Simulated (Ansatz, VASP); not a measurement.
**One calculation of Co, two programs**

```
CELL_PARAMETERS angstrom
2.48736 0.00000 0.00000
-1.24368 2.15412 0.00000
0.00000 0.00000 4.06329
ATOMIC_POSITIONS crystal
Co 0.66667 0.33333 0.25986
Co 0.33333 0.66667 0.74014
```

Alike in both runs: task single point; functional PBE; k mesh 15 × 15 × 8; occupations fermi-dirac, width 0.08 eV; collinear spin.

|  | VASP | Ansatz |
| --- | --- | --- |
| version | VASP 6.6.1 | Ansatz 0.2.0 |
| potentials or method | VASP PAW PBE potentials, release 64 (Co) | PAW with Ansatz's default frozen-core files, scalar-relativistic |
| plane-wave cutoff (eV) | 520 | 420 |
| valence electrons in the cell | 18 | 34 |

|  | VASP | Ansatz | Ansatz less VASP |
| --- | --- | --- | --- |
| pressure (GPa) | 0.0 | 0.7 | +0.70 |
| largest component of the traceless stress (GPa) | 1.19 | 1.11 | -0.078 |
| rms of the force components (eV/Å) | 0.288 | 0.296 | +0.0083 |
| net moment per atom (μB) | 1.63 | 1.63 | +0.005 |
| size of the moment on the site where the two differ most (μB) | 1.65 | 1.71 | +0.063 |

Site moments also hang on the region over which each program counts them. Atom by atom the forces differ by 0.008 eV/Å (rms over components). With one functional, cell and mesh, what is left measures potentials, basis and numerics. The two sets of potentials don't hold the same shells in valence.
